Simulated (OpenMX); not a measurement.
Write the native input for OpenMX 3.8.5 that does the following.

```
Task                : band structure
Functional          : PBE
Potentials or basis : OpenMX 2013 PBE set, Ni6.0H-s2p2d1, Al7.0-s2p1d1, grid cutoff 500 Ry
k mesh              : 9 × 9 × 9
Occupations         : fermi-dirac, width 0.05 eV
Spin                : collinear spin, ferromagnetic start
Starting moments    : [1.0, 1.0, 1.0, 0.0] μB
Mixing scheme       : rmm-diisk
SCF threshold       : 1e-08 Ha
Solver              : band
Max SCF cycles      : 160
```

The system is AlNi3.

```
Ni Al
1.0
     3.52305    0.00000    0.00000
     0.00000    3.52305    0.00000
     0.00000    0.00000    3.52305
Ni Al
3 1
Direct
  0.50000 0.50000 0.00000
  0.50000 0.00000 0.50000
  0.00000 0.50000 0.50000
  0.00000 0.00000 0.00000
```

The cell is a database's computed one.

These files were run (other wordings do the same):

AlNi3.dat

```
System.CurrrentDirectory             ./
System.Name                          AlNi3
DATA.PATH                            ./DFT_DATA13
level.of.stdout                      1
level.of.fileout                     0
Species.Number                       2
<Definition.of.Atomic.Species
  Ni  Ni6.0H-s2p2d1          Ni_PBE13H
  Al  Al7.0-s2p1d1           Al_PBE13
Definition.of.Atomic.Species>

Atoms.Number                         4
Atoms.SpeciesAndCoordinates.Unit     FRAC
<Atoms.SpeciesAndCoordinates
    1  Ni    0.5000000000    0.5000000000    0.0000000000   9.500  8.500
    2  Ni    0.5000000000    0.0000000000    0.5000000000   9.500  8.500
    3  Ni    0.0000000000    0.5000000000    0.5000000000   9.500  8.500
    4  Al    0.0000000000    0.0000000000    0.0000000000   1.500  1.500
Atoms.SpeciesAndCoordinates>

Atoms.UnitVectors.Unit               Ang
<Atoms.UnitVectors
     3.5230547267    0.0000000000    0.0000000000
     0.0000000000    3.5230547267    0.0000000000
     0.0000000000    0.0000000000    3.5230547267
Atoms.UnitVectors>

scf.XcType                           GGA-PBE
scf.SpinPolarization                 on
scf.ElectronicTemperature            580.226
scf.energycutoff                     500.0
scf.maxIter                          160
scf.EigenvalueSolver                 band
scf.Kgrid                            9 9 9
scf.Mixing.Type                      rmm-diisk
scf.Init.Mixing.Weight               0.01
scf.Min.Mixing.Weight                0.001
scf.Max.Mixing.Weight                0.2
scf.Mixing.History                   40
scf.Mixing.StartPulay                15
scf.criterion                        1.0e-8
scf.stress.tensor                    on
MD.Type                              nomd
Band.dispersion                      on
Band.Nkpath                          6
<Band.kpath
   11   0.000000  0.000000  0.000000    0.000000  0.500000  0.000000  G X
   11   0.000000  0.500000  0.000000    0.500000  0.500000  0.000000  X M
   15   0.500000  0.500000  0.000000    0.000000  0.000000  0.000000  M G
   18   0.000000  0.000000  0.000000    0.500000  0.500000  0.500000  G R
   15   0.500000  0.500000  0.500000    0.000000  0.500000  0.000000  R X
   11   0.500000  0.500000  0.000000    0.500000  0.500000  0.500000  M R
Band.kpath>
```

Potentials or basis: OpenMX 2013 PBE set, Ni6.0H-s2p2d1, Al7.0-s2p1d1, grid cutoff 500 Ry.

Launch:

```console
$ openmx AlNi3.dat -nt 1 > AlNi3.std
```

Results of the run:

- Pressure: 17.0 GPa
- Band gap along the path: none (metal or under the smearing width)
- Net moment: 0.56 μB per cell
- Site moments: Ni +0.21; Al -0.05 μB
- Mulliken charges: Ni -0.09; Al +0.28 e

Caveat: the transition metal has a single d function, too few for pressures, volumes and moments; Mulliken charges move with the basis; so large a pressure means that the cell lies far from this level's equilibrium, or that cutoff or potentials fall short; the basis of atomic orbitals isn't converged, which shifts pressures, moduli and gaps.

It took 5.1 min on 1 thread of Arm Neoverse V2, with other jobs on the host, peak memory 1.2 GiB.
